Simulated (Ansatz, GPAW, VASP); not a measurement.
## One calculation of AlRu, 3 ways

```
Ru Al
1.0
     2.99160    0.00000    0.00000
     0.00000    2.99160    0.00000
     0.00000    0.00000    2.99160
Ru Al
1 1
Cartesian
  1.4958 1.4958 1.4958
  0.0000 0.0000 0.0000
```

Alike in all runs: task single point; functional PBE; k mesh 9 × 9 × 9; occupations gaussian, width 0.1 eV; no spin polarisation; no spin-orbit coupling. Pressure is positive in compression and, in plane waves, holds the error of the finite cutoff.

```tsv
program and potentials	plane-wave cutoff (eV)	notes	pressure (GPa)
VASP, PBE PAW files Al, Ru, 500 eV	500	5.5 valence electrons an atom on average	2.58
GPAW, GPAW PAW data sets (gpaw-data 1.2.1)	600	9.5 valence electrons an atom on average	3.18
Ansatz, all-electron LAPW, scalar-relativistic	-	-	2.46
```

The pressure spans 2.46 (Ansatz, all-electron LAPW, scalar-relativistic) to 3.18 GPa (GPAW, GPAW PAW data sets (gpaw-data 1.2.1)), with all-electron results at 2.46.

The functional is the same throughout but for its coding, so the spread measures potentials, basis and numerics; runs on potential files found faulty are left out.
